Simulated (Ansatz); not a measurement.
Predict the output of the script below (the Python package of Ansatz (0.2.0)).

`ges.extxyz`
```text
8
Lattice="10.481 0.0 0.0 0.0 3.646 0.0 0.0 0.0 4.299" Properties=species:S:1:pos:R:3 pbc="T T T"
Ge    1.27973010    0.91150000    0.54898230
Ge    3.96076990    2.73450000    2.69848230
Ge    6.52023010    0.91150000    1.60051770
Ge    9.20126990    2.73450000    3.75001770
S     8.90360950    0.91150000    2.15938770
S     6.81789050    2.73450000    0.00988770
S     3.66310950    0.91150000    4.28911230
S     1.57739050    2.73450000    2.13961230
```

`ges_mass.py`:
```python
'''Effective masses of GeS by finite differences.'''

import ansatz as az
import numpy as np

XC = 'PBE'
CUTOFF_EV = 510
KMESH = (2, 4, 4)
MAX_ITERATIONS = 55
FILLING = 'fixed'

xtal = az.Crystal.from_extxyz('ges.extxyz')

base = (
    xtal.calculation()
    .functional(XC)
    .pseudopotentials('paw')
    .basis(CUTOFF_EV)
    .kpoints(*KMESH)
    .scf(max_iterations=MAX_ITERATIONS)
    .occupations(FILLING)
)
# find the band extrema among the mesh points first
outcome = base.band_table().run(threads=1)
summary = outcome.report
levels = np.array(summary['eigenvalues_ev'])
filled = round(summary['n_electrons'] / 2)
edges = {'top filled band': (filled - 1, levels[:, filled - 1].argmax()), 'lowest empty band': (filled, levels[:, filled].argmin())}
gap = levels[:, filled].min() - levels[:, filled - 1].max()
print(f'gap on the mesh {gap:.3f} eV')
if gap <= 0.05:
    print('no gap: band-edge masses have no meaning here')
    edges = {}
reciprocal = 2 * np.pi * np.linalg.inv(outcome.lattice.cell_ang).T
step = 0.03  # 1/A

# m/m_e = (hbar^2/m_e) / (d2E/dk2), with hbar^2/m_e = 7.61996 eV A^2
pairs = [(0, 1), (0, 2), (1, 2)]
moves = [sign * axis for axis in np.eye(3) for sign in (-1, 1)]
moves += [s1 * np.eye(3)[i] + s2 * np.eye(3)[j] for i, j in pairs for s1 in (1, -1) for s2 in (1, -1)]
for name, (band, index) in edges.items():
    together = int(np.sum(np.abs(levels[index] - levels[index, band]) < 2e-3))
    print(name, 'at k =', np.round(summary['kpoints_frac'][index], 4), f'E = {levels[index, band]:.4f} eV, degeneracy {together}')
    centre = np.array(summary['kpoints_frac'][index]) @ reciprocal
    points = [centre] + [centre + step * move for move in moves]
    table = base.band_structure(points, intervals=1, cartesian=True).run(threads=1).band_structure().channels[0].eigenvalues_ev
    if together > 1:
        level = np.flatnonzero(np.abs(levels[index] - levels[index, band]) < 2e-3)
        along = (table[1, level] + table[2, level] - 2 * table[0, level]) / step ** 2
        print('  degenerate level, no single mass tensor; masses of its branches along x:', np.round(7.61996 / along, 3), 'm_e')
        continue
    e = table[:, band]
    hessian = np.diag((e[1:7:2] + e[2:7:2] - 2 * e[0]) / step ** 2)
    for (i, j), (pp, pm, mp, mm) in zip(pairs, e[7:].reshape(3, 4)):
        hessian[i, j] = hessian[j, i] = (pp - pm - mp + mm) / (4 * step ** 2)
    curvatures, axes = np.linalg.eigh(hessian)
    slope = (e[2:7:2] - e[1:7:2]) / (2 * step)
    print('  slope (eV A):', np.round(slope, 3) + 0.0, '' if np.abs(slope).max() < 0.05 else '- no extremum here, so these are local curvatures and no band-edge masses')
    for curvature, axis in zip(curvatures, axes.T):
        print(f'  principal mass {7.61996 / curvature:8.3f} m_e along', np.round(axis, 2) + 0.0)
```

```console
$ python ges_mass.py
gap on the mesh 1.127 eV
top filled band at k = [0. 0. 0.] E = 7.5659 eV, degeneracy 1
  slope (eV A): [0. 0. 0.]
  principal mass   -0.930 m_e along [-1.  0.  0.]
  principal mass   -3.306 m_e along [ 0.  0. -1.]
  principal mass   -3.760 m_e along [0. 1. 0.]
lowest empty band at k = [0. 0. 0.] E = 8.6926 eV, degeneracy 1
  slope (eV A): [0. 0. 0.]
  principal mass    4.443 m_e along [ 0.  0. -1.]
  principal mass    1.214 m_e along [0. 1. 0.]
  principal mass    0.096 m_e along [-1.  0.  0.]
```

Semilocal gaps usually lie well under measured ones. The computed bands are complete only to about 2.7 eV above the Fermi level. The structure is a deposited one; some such entries were measured under pressure or heat, so a shift against it needn't be the functional's error alone. Gaps and levels are Kohn-Sham values on a finite set of k-points, without spin-orbit coupling. The masses are finite-difference curvatures at extrema found on a coarse mesh, which needn't be the true band edges; a step that is long against the gap makes them too heavy. Negative values are curvatures of valence bands (the hole mass is their size). Spin-orbit coupling is left out, and light masses scale with the Kohn-Sham gap. Finished in 35 s on 1 thread of Arm Neoverse V2, with other jobs on the host, peak memory 0.54 GiB.

(Lines on the test bed's own set-up are left out of the output.)
